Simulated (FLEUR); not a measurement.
Here is a FLEUR MaX-R8.1 (later development tree) calculation.

The input inp.xml:

```xml
<?xml version="1.0" encoding="UTF-8" standalone="no"?>
<fleurInput fleurInputVersion="0.39">
   <comment>
      CuO                                                                                                 
   </comment>
   <calculationSetup>
      <cutoffs Kmax="5.19" Gmax="16.1" GmaxXC="16.1" numbands="0"/>
      <scfLoop itmax="60" minDistance="0.00001" maxIterBroyd="15" imix="Anderson" alpha="0.05" precondParam="0.0" spinf="2.0" sdNocoIR="T"/>
      <coreElectrons ctail="T" frcor="F" kcrel="0" coretail_lmax="0"/>
      <xcFunctional name="PBEs" relativisticCorrections="F"/>
      <magnetism jspins="1"/>
      <soc l_soc="F" theta="0.0" phi="0.0" spav="F"/>
      <expertModes spex="0" secvar="F"/>
      <geometryOptimization l_f="F" forcealpha="1.0" forcemix="BFGS" epsdisp="0.00001" epsforce="0.00001"/>
      <ldaU l_linMix="F" mixParam="0.05" spinf="1.0"/>
   </calculationSetup>
   <cell>
      <bzIntegration valenceElectrons="50.0" mode="hist" fermiSmearingEnergy="0.00183747">
         <kPointListSelection listName="default-1"/>
         <!-- k-points included here -->
         <xi:include xmlns:xi="http://www.w3.org/2001/XInclude" href="kpts.xml"> </xi:include>
      </bzIntegration>
      <!-- symmetry operations included here -->
      <xi:include xmlns:xi="http://www.w3.org/2001/XInclude" href="sym.xml"> </xi:include>
      <bulkLattice scale="1.0">
         <bravaisMatrix>
            <row-1>    4.4307463580433897    -3.2378567418896398     0.0000000000000000</row-1>
            <row-2>    4.4307463580433897     3.2378567418896398     0.0000000000000000</row-2>
            <row-3>   -1.6262120466597478     0.0000000000000000     9.5609491270371745</row-3>
         </bravaisMatrix>
      </bulkLattice>
   </cell>
   <atomSpecies>
      <species name="Copper (Cu)" element="Cu" atomicNumber="29">
         <mtSphere radius="1.89" gridPoints="625" logIncrement="0.019"/>
         <atomicCutoffs lmax="8" lnonsphr="8"/>
         <electronConfig flipSpins="F">
            <coreConfig>(1s1/2) (2s1/2) (2p1/2) (2p3/2)</coreConfig>
            <valenceConfig>(3s1/2) (3p1/2) (3p3/2) (4s1/2) (3d3/2) (3d5/2)</valenceConfig>
            <stateOccupation state="(4s1/2)" spinUp="0.500000" spinDown="0.500000"/>
         </electronConfig>
         <energyParameters s="4" p="4" d="3" f="4"/>
         <lo type="SCLO" l="0" n="3" eDeriv="0"/>
         <lo type="SCLO" l="1" n="3" eDeriv="0"/>
         <lo type="SCLO" l="1" n="3" eDeriv="1"/>
         <lo type="SCLO" l="2" n="3" eDeriv="2"/>
         <lo type="SCLO" l="3" n="4" eDeriv="2"/>
      </species>
      <species name="Oxygen (O)" element="O" atomicNumber="8">
         <mtSphere radius="1.45" gridPoints="481" logIncrement="0.022"/>
         <atomicCutoffs lmax="8" lnonsphr="8"/>
         <electronConfig flipSpins="F">
            <coreConfig>(1s1/2)</coreConfig>
            <valenceConfig>(2s1/2) (2p1/2) (2p3/2)</valenceConfig>
            <stateOccupation state="(2p1/2)" spinUp="0.666667" spinDown="0.666667"/>
            <stateOccupation state="(2p3/2)" spinUp="1.333333" spinDown="1.333333"/>
         </electronConfig>
         <energyParameters s="2" p="2" d="3" f="4"/>
         <lo type="SCLO" l="0" n="2" eDeriv="2"/>
         <lo type="SCLO" l="1" n="2" eDeriv="2"/>
         <lo type="SCLO" l="2" n="3" eDeriv="2"/>
      </species>
   </atomSpecies>
   <atomGroups>
      <atomGroup species="Copper (Cu)">
         <relPos label="                   1">.4968000000 .0032000000 1.000/2.000</relPos>
         <relPos label="                   2">.0032000000 .4968000000 .0000000000</relPos>
         <force calculate="T" relaxXYZ="TTT"/>
      </atomGroup>
      <atomGroup species="Oxygen (O)">
         <relPos label="                   3">.4056000000 -.4286000000 -.2463000000</relPos>
         <relPos label="                   4">-.4286000000 .4056000000 .2537000000</relPos>
         <force calculate="T" relaxXYZ="TTT"/>
      </atomGroup>
   </atomGroups>
   <output dos="F" band="F" slice="F">
      <checks vchk="F" cdinf="F"/>
      <bandDOS minEnergy="-.5*Htr" maxEnergy="0.5*Htr" sigma="0.015" storeEVData="T"/>
      <vacuumDOS vacdos="F" integ="F" star="F" nstars="0" locx1="0.0" locy1="0.0" locx2="0.0" locy2="0.0" nstm="0" tworkf="0.0"/>
      <unfoldingBand unfoldBand="F" supercellX="1" supercellY="1" supercellZ="1"/>
      <plotting iplot="0" polar="F">
         <plot TwoD="T" vec1="  1.0  0.0  0.0" vec2="  0.0  1.0  0.0" vec3="  0.0  0.0  1.0" zero="  0.0  0.0  0.0" file="plot"/>
      </plotting>
      <chargeDensitySlicing numkpt="0" minEigenval="0.0" maxEigenval="0.0" nnne="0" pallst="F"/>
      <specialOutput eonly="F"/>
      <moessbauerParams electricFieldGradient="T" isomerShift="T" coreHyperfine="T" valenceHyperfine="T"/>
      <magneticCircularDichroism mcd="F" energyLo="-10.0" energyUp="0.0"/>
   </output>
  <!-- We include the file relax.xml here to enable relaxations (see documentation) -->
  <xi:include xmlns:xi="http://www.w3.org/2001/XInclude" href="relax.xml"> <xi:fallback/> </xi:include>
</fleurInput>
```

Contents of crystal.txt:

```
CuO
&input cartesian=F /
2.3446500000  -1.7134000000  0.0000000000
2.3446500000  1.7134000000  0.0000000000
-0.8605543552  0.0000000000  5.0594363927
1.8897261246
1.0 1.0 1.0

4
29 0.4968000000  0.0032000000  0.5000000000
29 0.0032000000  0.4968000000  0.0000000000
8 0.4056000000  0.5714000000  0.7537000000
8 0.5714000000  0.4056000000  0.2537000000

&kpt div1=10 div2=10 div3=5 gamma=T /
```

Contents of inp.xml (bands):

```
<?xml version="1.0" encoding="UTF-8" standalone="no"?>
<fleurInput fleurInputVersion="0.39">
   <comment>
      CuO                                                                                                 
   </comment>
   <calculationSetup>
      <cutoffs Kmax="5.19" Gmax="16.1" GmaxXC="16.1" numbands="0"/>
      <scfLoop itmax="60" minDistance="0.00001" maxIterBroyd="15" imix="Anderson" alpha="0.05" precondParam="0.0" spinf="2.0" sdNocoIR="T"/>
      <coreElectrons ctail="T" frcor="F" kcrel="0" coretail_lmax="0"/>
      <xcFunctional name="PBEs" relativisticCorrections="F"/>
      <magnetism jspins="1"/>
      <soc l_soc="F" theta="0.0" phi="0.0" spav="F"/>
      <expertModes spex="0" secvar="F"/>
      <geometryOptimization l_f="F" forcealpha="1.0" forcemix="BFGS" epsdisp="0.00001" epsforce="0.00001"/>
      <ldaU l_linMix="F" mixParam="0.05" spinf="1.0"/>
   </calculationSetup>
   <cell>
      <bzIntegration valenceElectrons="50.0" mode="hist" fermiSmearingEnergy="0.00183747">
         <kPointListSelection listName="path-1"/>
         <!-- k-points included here -->
         <xi:include xmlns:xi="http://www.w3.org/2001/XInclude" href="kpts.xml"> </xi:include>
      </bzIntegration>
      <!-- symmetry operations included here -->
      <xi:include xmlns:xi="http://www.w3.org/2001/XInclude" href="sym.xml"> </xi:include>
      <bulkLattice scale="1.0">
         <bravaisMatrix>
            <row-1>    4.4307463580433897    -3.2378567418896398     0.0000000000000000</row-1>
            <row-2>    4.4307463580433897     3.2378567418896398     0.0000000000000000</row-2>
            <row-3>   -1.6262120466597478     0.0000000000000000     9.5609491270371745</row-3>
         </bravaisMatrix>
      </bulkLattice>
   </cell>
   <atomSpecies>
      <species name="Copper (Cu)" element="Cu" atomicNumber="29">
         <mtSphere radius="1.89" gridPoints="625" logIncrement="0.019"/>
         <atomicCutoffs lmax="8" lnonsphr="8"/>
         <electronConfig flipSpins="F">
            <coreConfig>(1s1/2) (2s1/2) (2p1/2) (2p3/2)</coreConfig>
            <valenceConfig>(3s1/2) (3p1/2) (3p3/2) (4s1/2) (3d3/2) (3d5/2)</valenceConfig>
            <stateOccupation state="(4s1/2)" spinUp="0.500000" spinDown="0.500000"/>
         </electronConfig>
         <energyParameters s="4" p="4" d="3" f="4"/>
         <lo type="SCLO" l="0" n="3" eDeriv="0"/>
         <lo type="SCLO" l="1" n="3" eDeriv="0"/>
         <lo type="SCLO" l="1" n="3" eDeriv="1"/>
         <lo type="SCLO" l="2" n="3" eDeriv="2"/>
         <lo type="SCLO" l="3" n="4" eDeriv="2"/>
      </species>
      <species name="Oxygen (O)" element="O" atomicNumber="8">
         <mtSphere radius="1.45" gridPoints="481" logIncrement="0.022"/>
         <atomicCutoffs lmax="8" lnonsphr="8"/>
         <electronConfig flipSpins="F">
            <coreConfig>(1s1/2)</coreConfig>
            <valenceConfig>(2s1/2) (2p1/2) (2p3/2)</valenceConfig>
            <stateOccupation state="(2p1/2)" spinUp="0.666667" spinDown="0.666667"/>
            <stateOccupation state="(2p3/2)" spinUp="1.333333" spinDown="1.333333"/>
         </electronConfig>
         <energyParameters s="2" p="2" d="3" f="4"/>
         <lo type="SCLO" l="0" n="2" eDeriv="2"/>
         <lo type="SCLO" l="1" n="2" eDeriv="2"/>
         <lo type="SCLO" l="2" n="3" eDeriv="2"/>
      </species>
   </atomSpecies>
   <atomGroups>
      <atomGroup species="Copper (Cu)">
         <relPos label="                   1">.4968000000 .0032000000 1.000/2.000</relPos>
         <relPos label="                   2">.0032000000 .4968000000 .0000000000</relPos>
         <force calculate="T" relaxXYZ="TTT"/>
      </atomGroup>
      <atomGroup species="Oxygen (O)">
         <relPos label="                   3">.4056000000 -.4286000000 -.2463000000</relPos>
         <relPos label="                   4">-.4286000000 .4056000000 .2537000000</relPos>
         <force calculate="T" relaxXYZ="TTT"/>
      </atomGroup>
   </atomGroups>
   <output dos="F" band="T" slice="F">
      <checks vchk="F" cdinf="F"/>
      <bandDOS minEnergy="-.5*Htr" maxEnergy="0.5*Htr" sigma="0.015" storeEVData="T"/>
      <vacuumDOS vacdos="F" integ="F" star="F" nstars="0" locx1="0.0" locy1="0.0" locx2="0.0" locy2="0.0" nstm="0" tworkf="0.0"/>
      <unfoldingBand unfoldBand="F" supercellX="1" supercellY="1" supercellZ="1"/>
      <plotting iplot="0" polar="F">
         <plot TwoD="T" vec1="  1.0  0.0  0.0" vec2="  0.0  1.0  0.0" vec3="  0.0  0.0  1.0" zero="  0.0  0.0  0.0" file="plot"/>
      </plotting>
      <chargeDensitySlicing numkpt="0" minEigenval="0.0" maxEigenval="0.0" nnne="0" pallst="F"/>
      <specialOutput eonly="F"/>
      <moessbauerParams electricFieldGradient="T" isomerShift="T" coreHyperfine="T" valenceHyperfine="T"/>
      <magneticCircularDichroism mcd="F" energyLo="-10.0" energyUp="0.0"/>
   </output>
  <!-- We include the file relax.xml here to enable relaxations (see documentation) -->
  <xi:include xmlns:xi="http://www.w3.org/2001/XInclude" href="relax.xml"> <xi:fallback/> </xi:include>
</fleurInput>
```

Potentials or basis: all-electron, FLAPW.

The run is started by

```console
$ inpgen -f crystal.txt -profile fastHighL
$ # inp.xml edited to the form shown
$ fleur_MPI
$ fleur_MPI   # second run, on inp.xml (bands)
```

Problem. Estimate the band gap along the path.

Solution. None (metal or under the smearing width).

Levels at the corners of the path, in eV from the Fermi level:
```csv
point,band 22,band 23,band 24,band 25,band 26,band 27,band 28,band 29
Γ,-2.19,-2.11,-1.62,0.22,0.92,1.62,5.86,8.05
Y,-2.10,-1.66,-1.19,-0.63,1.07,3.20,6.90,8.41
F,-1.82,-1.33,-1.30,-0.65,0.19,4.10,6.01,8.56
L,-1.64,-1.28,-1.28,-0.42,-0.42,5.08,5.08,8.87
I,-1.78,-1.47,-1.47,-0.29,-0.29,5.73,5.73,8.95
I1,-1.78,-1.47,-1.47,-0.29,-0.29,5.73,5.73,8.95
Z,-2.21,-1.46,-1.46,0.25,0.25,3.83,3.83,11.52
F1,-1.82,-1.33,-1.30,-0.65,0.19,4.10,6.01,8.56
Y,-2.10,-1.66,-1.19,-0.63,1.07,3.20,6.90,8.41
X1,-1.97,-1.39,-1.33,-1.27,0.89,4.75,7.06,7.54
X,-1.97,-1.39,-1.33,-1.27,0.89,4.75,7.06,7.54
Γ,-2.19,-2.11,-1.62,0.22,0.92,1.62,5.86,8.05
N,-1.57,-1.48,-1.38,-0.04,0.29,4.74,6.15,6.85
M,-2.12,-1.71,-1.58,-0.08,0.74,4.99,6.42,7.92
Γ,-2.19,-2.11,-1.62,0.22,0.92,1.62,5.86,8.05
```

Caveat: the run has no spin polarisation, though such a crystal can be magnetic; semilocal functionals often make such compounds metallic where correlation or magnetic order opens a gap, which also shifts bond lengths.
